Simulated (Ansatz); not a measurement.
## Structure types of Mo compared at 100 GPa

Structure types of Mo are relaxed in primitive cells with their symmetry kept at 100 GPa, first on PAW files, then by LAPW. The enthalpy is E + pV at zero temperature, without zero-point motion. Only the types listed were tried, and differences under about 5 meV/atom are mesh noise. Not among the end structures: fcc, which may lie lower.

Computed with Ansatz 0.2.0; functional PBE, scalar-relativistic. Settings: Fermi–Dirac smearing of 0.08 eV, no spin polarisation. Methods: LAPW: all electrons, basis error target 0.5 meV/atom; PAW: frozen-core files, cutoff 420 eV.

k meshes: bcc 18×18×18, hcp 17×17×9, sc 16×16×16, diamond 13×13×13, omega 9×9×12.

Q: Order the types by LAPW enthalpy, lowest first.
A. hcp
B. omega
C. sc
D. diamond
E. bcc

A: E (0 meV/atom), A (482 meV/atom), B (498 meV/atom), C (1824 meV/atom), D (4846 meV/atom).

```
start type         ends as          a, b, c (Å)  V (Å³/atom)  H − H(lowest), LAPW (meV/atom)  same, PAW
       bcc      bcc, Im-3m  2.921, 2.921, 2.921        12.46                             0.0        0.0
       hcp   hcp, P6_3/mmc  2.633, 2.633, 4.128        12.40                           482.3      480.2
        sc       sc, Pm-3m  2.360, 2.360, 2.360        13.15                          1823.5     1823.0
   diamond  diamond, Fd-3m  4.967, 4.967, 4.967        15.31                          4846.1     4844.1
     omega   omega, P6/mmm  4.258, 4.258, 2.391        12.52                           498.4      497.8
```

Q: Split the lead of bcc over hcp into energy and pV.

A: For hcp less bcc: ΔE = +522.1 meV/atom, and p·ΔV = 100 GPa × -0.0639 Å³ × 6.242 meV/(GPa·Å³) = -39.9 meV/atom, together 482.2 meV/atom. bcc wins by its internal energy, though it is the less dense.
